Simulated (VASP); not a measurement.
**InP (strained zincblende): one r²SCAN single-point calculation in two programs**

```
CELL_PARAMETERS angstrom
0.00000 2.95379 3.04240
2.95379 0.00000 3.04240
2.95379 2.95379 0.00000
ATOMIC_POSITIONS crystal
In 0.00000 0.00000 0.00000
P 0.25000 0.25000 0.25000
```

Each program uses its own PAW datasets. VASP's cell holds 18 valence electrons and Ansatz's 18. Ansatz's stress includes a Pulay correction; VASP's doesn't.

Cutoffs: 520 eV in VASP, 500 eV in Ansatz. k meshes: 8×8×8 and 8×8×8.

```csv
,VASP,Ansatz
gap between bands v and c,0.80 eV,0.80 eV
least direct gap,0.80 eV,0.80 eV
pressure,-2.0 GPa,-1.9 GPa
```

Band v is the last that the valence electrons fill when counted band by band, and c is the next. Levels in eV from the top of v, Ansatz:

```
point    v−1      v     c   c+1
    Γ   0.00   0.00  0.80  4.36
    X  -2.17  -2.17  2.15  2.66
    K  -3.21  -1.96  2.53  4.50
    L  -1.08  -0.88  1.65  5.01
    W  -2.88  -2.81  4.57  4.58
```

VASP:

| point | v−1 | v | c | c+1 |
| --- | --- | --- | --- | --- |
| Γ | 0.00 | 0.00 | 0.80 | 4.37 |
| X | -2.17 | -2.17 | 2.15 | 2.67 |
| K | -3.21 | -1.96 | 2.54 | 4.51 |
| L | -1.08 | -0.88 | 1.66 | 5.02 |
| W | -2.88 | -2.81 | 4.58 | 4.59 |
